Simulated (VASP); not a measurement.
Runs of VASP 6.6.1 on Cd. It takes space group P6_3/mmc (No. 194, hexagonal). Conventional cell: a = 2.979 Å, b = 2.979 Å, c = 5.618 Å, α = 90.00°, β = 90.00°, γ = 120.00°. Cd (site symmetry -6m2) has 12 Cd at 2.98 to 3.29 Å as nearest neighbours. 

| task | level | potentials or basis | cutoff (eV) | smearing | gap on the mesh (eV) | pressure (GPa) |
| --- | --- | --- | --- | --- | --- | --- |
| single point | RPBE | VASP PAW PBE potentials, release 64 (Cd) | 520 | gaussian 0.05 eV | none | (a) |
| optical spectrum | PBE+TS-HI | VASP PAW PBE potentials, release 64 (Cd) | 520 | tetrahedron | none | -1.0 |
| single point | PBE | VASP PAW PBE potentials, release 64 (Cd_GW) | 550 | gaussian 0.05 eV | none | 2.7 |
| single point | PBE | VASP PAW PBE potentials, release 64 (Cd) | 520 | fermi-dirac 0.05 eV | none | 3.2 |
| single point | PBE | VASP PAW PBE potentials, release 64 (Cd) | 520 | gaussian 0.1 eV | none | 3.2 |

Alike in all rows: no spin polarisation; cell as given; k mesh 10 × 10 × 5.

**Question.** Fill in the values left out.

**Answer.** (a) 5.9.

Caveats: the PAW data sets were made with another functional, which shifts forces and pressure a little (some runs); pairwise dispersion overbinds metals, which lowers pressure and volume (some runs).

A k mesh can miss the band edges, and the runs leave out spin-orbit coupling on Cd.

A gap of «none» marks a metal or a gap under the smearing width.

Not every run made on this cell is shown here.
